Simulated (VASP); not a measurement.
**K: single point with PBEsol**

K:

```
CELL_PARAMETERS angstrom
4.25485 0.00000 0.00000
0.00000 4.25485 0.00000
0.00000 0.00000 4.25485
ATOMIC_POSITIONS crystal
K 0.00000 0.00000 0.00000
```

This isn't the form of K at room conditions, which is bcc.

* Program: VASP 6.6.1
* Task: single point
* Functional: PBEsol
* Potentials or basis: VASP PAW PBE potentials, release 64 (K_sv)
* Cutoff: 520 eV
* k mesh: 12 × 12 × 12
* Occupations: fermi-dirac, width 0.1 eV
* Spin: no spin polarisation

```json
{
 "Pressure": "0.0 GPa",
 "Band gap on the k mesh": "none (metal or under the smearing width)"
}
```

Levels at points of the mesh, in eV from the Fermi level:
```csv
k point,band 1,band 2,band 3,band 4,band 5,band 6,band 7,band 8,band 9
"(0.00, 0.00, 0.00)",-32.19,-15.69,-15.69,-15.69,-2.10,2.89,2.89,6.26,6.37
"(0.50, 0.00, 0.00)",-32.19,-15.78,-15.68,-15.68,-0.05,0.18,3.51,4.70,4.70
"(0.50, 0.50, 0.00)",-32.18,-15.77,-15.77,-15.67,1.12,2.12,2.20,2.20,5.14
"(0.50, 0.50, 0.50)",-32.18,-15.76,-15.76,-15.76,2.29,2.29,2.29,4.31,4.40
```

Run time: 49 s on 1 thread of Intel(R) Xeon(R) Platinum 8488C (Sapphire Rapids) (shared host), peak memory 0.21 GiB.

Caveat: the PAW data sets were made with another functional, which shifts forces and pressure a little.
